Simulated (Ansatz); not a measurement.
## Molecular dynamics of Cd₉O₈

Input file:

```yaml
accuracy: low
crystal:
  lattice:
    - [6.68923, 0.0, 0.0]
    - [3.344615, 5.793043, 0.0]
    - [0.0, 0.0, 15.0963]
  atoms:
    - { symbol: Cd, position: [0.0, 0.0, 0.0662414] }
    - { symbol: O, position: [0.32200369, 0.86705342, 0.13270983] }
    - { symbol: Cd, position: [0.0, 0.5, 0.0662414] }
    - { symbol: O, position: [0.33128648, 0.34710343, 0.15204585] }
    - { symbol: Cd, position: [0.5, 0.0, 0.0662414] }
    - { symbol: O, position: [0.83253258, 0.84295369, 0.09804495] }
    - { symbol: Cd, position: [0.5, 0.5, 0.0662414] }
    - { symbol: O, position: [0.82139012, 0.34662093, 0.12862621] }
    - { symbol: Cd, position: [0.62124689, 0.76017534, 0.37509037] }
    - { symbol: O, position: [-0.02157169, 0.56538199, 0.33609598] }
    - { symbol: Cd, position: [0.5666302, 0.25739248, 0.25532817] }
    - { symbol: O, position: [-0.08564963, 0.08153479, 0.24145331] }
    - { symbol: Cd, position: [0.18150352, 0.75557717, 0.26937948] }
    - { symbol: O, position: [0.43482696, 0.60169466, 0.36831783] }
    - { symbol: Cd, position: [0.12798296, 0.23785138, 0.2480631] }
    - { symbol: O, position: [0.43560327, 1.11101094, 0.34140449] }
    - { symbol: Cd, position: [0.25584608, 0.41728812, 0.42060039] }
basis:
  ecutwfc: 420.0
kpoints:
  mp_grid: { grid: [2, 2, 1] }
hamiltonian:
  xc: lda
scf:
  occupations: { method: fermi_dirac, width: 0.05 }
  lower_state_search: "off"
md:
  timestep: 1
  n_steps: 300
  ensemble: nvt_nose_hoover
  temperature: 2400.0
  initial_velocities: maxwell_boltzmann
  seed: 917956
  nose_hoover: { tau: 100.0, chain_length: 3 }
  constraints: [{ sites: [0, 2, 4, 6] }]
```

Launched with:

```bash
$ ansatz run input.yaml --threads 2 --pin off --max-ram 5120MiB --backend cpu --events-out ev --progress --plain --runs-dir out
```

It goes on from the last frame of an earlier run, with new velocities.

Output, in part (step lines):

```
md step     0: t =     0.00 fs  T =  2400.0 K  F+E_penalty+E_count = -77490.36815159 eV  E_kin = 4.032912 eV  conserved = -77486.33523962 eV  (10 SCF iters)
md step     1: t =     1.00 fs  T =  2420.7 K  F+E_penalty+E_count = -77490.40319657 eV  E_kin = 4.067778 eV  conserved = -77486.33541806 eV  (8 SCF iters)
md step     2: t =     2.00 fs  T =  2433.7 K  F+E_penalty+E_count = -77490.42517752 eV  E_kin = 4.089593 eV  conserved = -77486.33557559 eV  (8 SCF iters)
md step     3: t =     3.00 fs  T =  2437.5 K  F+E_penalty+E_count = -77490.43164716 eV  E_kin = 4.095920 eV  conserved = -77486.33570033 eV  (9 SCF iters)
md step     4: t =     4.00 fs  T =  2430.9 K  F+E_penalty+E_count = -77490.42070834 eV  E_kin = 4.084869 eV  conserved = -77486.33578141 eV  (9 SCF iters)
md step     5: t =     5.00 fs  T =  2413.3 K  F+E_penalty+E_count = -77490.39117933 eV  E_kin = 4.055270 eV  conserved = -77486.33580987 eV  (4 SCF iters)
md step     6: t =     6.00 fs  T =  2384.5 K  F+E_penalty+E_count = -77490.34272692 eV  E_kin = 4.006803 eV  conserved = -77486.33578001 eV  (4 SCF iters)
md step     7: t =     7.00 fs  T =  2344.8 K  F+E_penalty+E_count = -77490.27595481 eV  E_kin = 3.940083 eV  conserved = -77486.33568964 eV  (4 SCF iters)
[... lines left out ...]
md step   300: t =   300.00 fs  T =  2946.0 K  F+E_penalty+E_count = -77488.54007009 eV  E_kin = 4.950320 eV  conserved = -77486.33482732 eV  (12 SCF iters)
```

The steps, from the saved trajectory:

```csv
time (fs),T (K),potential energy less start (eV),conserved less start (meV/atom)
0.0,2400,0.000,0.00
10.0,2173,0.382,0.01
20.0,1694,1.195,0.07
30.0,1634,1.314,-0.01
40.0,1255,1.989,0.07
50.0,1478,1.667,0.04
60.0,1789,1.240,0.01
70.0,1970,1.059,0.02
80.0,2349,0.590,0.06
90.0,2757,0.110,-0.02
100.0,2412,0.900,0.03
110.0,1980,1.795,0.05
120.0,1812,2.240,0.10
130.0,2152,1.844,0.05
140.0,2704,1.140,0.07
150.0,3118,0.689,0.01
160.0,2918,1.233,0.12
170.0,3090,1.103,0.00
180.0,2315,2.525,0.12
190.0,2527,2.242,-0.03
200.0,2889,1.719,0.03
210.0,2525,2.389,0.15
220.0,2825,1.922,0.05
230.0,2716,2.128,0.02
240.0,2185,3.030,0.13
250.0,2262,2.910,0.07
260.0,2217,3.000,0.09
270.0,2254,2.954,0.09
280.0,2426,2.683,0.11
290.0,2776,2.112,0.10
300.0,2946,1.828,0.02
```

The run went to its last step. The conserved energy stayed within 0.31 meV per atom of its start (net change 0.024 meV per atom), so the integration is sound. A run of 0.3 ps of so small a system gives no equilibrium averages. Limits of this set-up: coarse k mesh, thin slab, slab without dipole correction, low accuracy level.

Mean squared displacements from the first frame to the last: Cd 1.41 Å², O 1.19 Å².

Last frame:

```xyz
17
Lattice="6.6892 0.0000 0.0000 3.3446 5.7930 0.0000 0.0000 0.0000 15.0963" Properties=species:S:1:pos:R:3
Cd 0.000 0.000 1.000
O 4.816 4.958 1.996
Cd 1.672 2.897 1.000
O 3.293 1.664 2.230
Cd 3.345 0.000 1.000
O 8.211 4.796 2.244
Cd 5.017 2.897 1.000
O 6.762 2.100 1.781
Cd 5.660 3.111 4.716
O 0.711 2.117 5.139
Cd 4.181 1.032 3.904
O -0.641 -0.195 4.497
Cd 1.709 3.623 3.878
O 3.586 2.651 5.192
Cd 1.001 0.553 3.551
O 5.911 5.097 4.975
Cd 2.198 1.039 6.120
```

Time of the run: 24 min on 2 threads of Arm Neoverse V2 (shared host), peak memory 1.3 GiB.
